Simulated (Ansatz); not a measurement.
Theory: Ansatz, DFT PBE, scalar-relativistic, plane waves, PAW. Settings: cutoff 420 eV, Γ-centred meshes spaced at most about 0.3 Å⁻¹, and about 0.25 Å⁻¹ or finer for metals (2π included), Gaussian smearing. No spin polarisation in the final relaxations.

These are static total energies at zero pressure. All come from trial cells, and lower structures may exist.

Task: Order these relaxed structures of BP by energy, lowest first, with the energy over the lowest of them.
1. Space group P6_3/mmc (No. 194), hexagonal, a = 3.067 Å, c = 5.079 Å. Around B lie 6 P at 2.18 Å and 2 B at 2.54 Å; around P lie 6 B at 2.18 Å.
2. Space group R-3m (No. 166), trigonal, a = 3.214 Å, c = 27.944 Å. B has 3 P at 1.86 Å; around P lie 3 B at 1.86 Å.
3. Space group P4/nmm (No. 129), tetragonal, a = 3.157 Å, c = 7.003 Å. Around B lie 4 P at 2.04 Å and 4 B at 2.23 Å; P has 4 B at 2.04 Å.

Result: 2 (0 meV/atom), 3 (411 meV/atom), 1 (810 meV/atom). Forms: 2 R-3m; 3 P4/nmm; 1 nickel arsenide type, P6_3/mmc. Counting P atoms around B (those within 1.25 times the shortest such distance or 1.15 times the sum of covalent radii): cell 2 has B 3; cell 3 has B 4; cell 1 has B 6.

Weakly bound directions are ill-defined at this level, which has no dispersion term (R-3m, P4/nmm), and this can change margins and order among such cells. Cells relaxed within their symmetry can be saddle points. The part of the Crystallography Open Database at hand lists BP in space group No. 216, which no cell shown has. Some structure types and database cells were kept out of the candidates from the start, so a known form may be missing.
